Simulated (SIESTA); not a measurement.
# KCl (Sylvite) under changes of volume

One of the cells (31.774 Å³/atom); the others are scaled copies at fixed shape and fractional positions:

```
K Cl
1.0
     0.00000    3.16731    3.16731
     3.16731    0.00000    3.16731
     3.16731    3.16731    0.00000
K Cl
1 1
Direct
  0.00000 0.00000 0.00000
  0.50000 0.50000 0.50000
```

| Quantity | Value |
| --- | --- |
| Program | SIESTA 5.4.2 |
| Functional | PBE |
| Potentials or basis | PseudoDojo 0.4 standard (PBE files) |
| Basis | DZP (energy shift 0.003 Ry; two zetas on semicore shells; d shell added on K) |
| Grid cutoff | 800 Ry |
| Energy shift | 0.003 Ry |
| k mesh | 7 × 7 × 7 |
| Occupations | fermi-dirac, width 0.05 eV |
| Spin | no spin polarisation |

| volume (Å³/atom) | energy over the lowest point (meV/atom) | pressure (GPa) | gap on the mesh (eV) |
| --- | --- | --- | --- |
| 29.282 | 18.74 | 2.1 | 5.45 |
| 29.905 | ? | ? | ? |
| 30.528 | 6.24 | 1.1 | 5.30 |
| 31.774 | 0.65 | 0.3 | 5.16 |
| 32.397 | 0.00 | 0.0 | 5.09 |
| 33.020 | 0.55 | -0.3 | 5.03 |

Problem. What does the run at 29.905 Å³/atom give?

Solution. Energy over the lowest point 11.52 meV/atom; pressure 1.6 GPa; gap on the mesh 5.37 eV.

Worked out: A Birch-Murnaghan fit of order 3 (a polynomial in V^(-2/3)) to the other rows has its minimum at 32.41 Å³/atom with B0 = V·E''(V) = 16.2 GPa and B' = 5.0. It gives 11.52 meV/atom at 29.905 Å³/atom, against the run's 11.52, and -dE/dV = 1.6 GPa, against 1.6. A straight line through the other rows of the gap, of slope -3.51 eV per unit of ln V (its deformation potential), gives 5.37 eV, against the run's 5.37.

Energies are extrapolated to zero smearing.

Caveats: the basis of atomic orbitals isn't converged, which shifts pressures, moduli and gaps; an odd mesh through Γ misses points on the zone boundary, where band edges often lie (some runs).
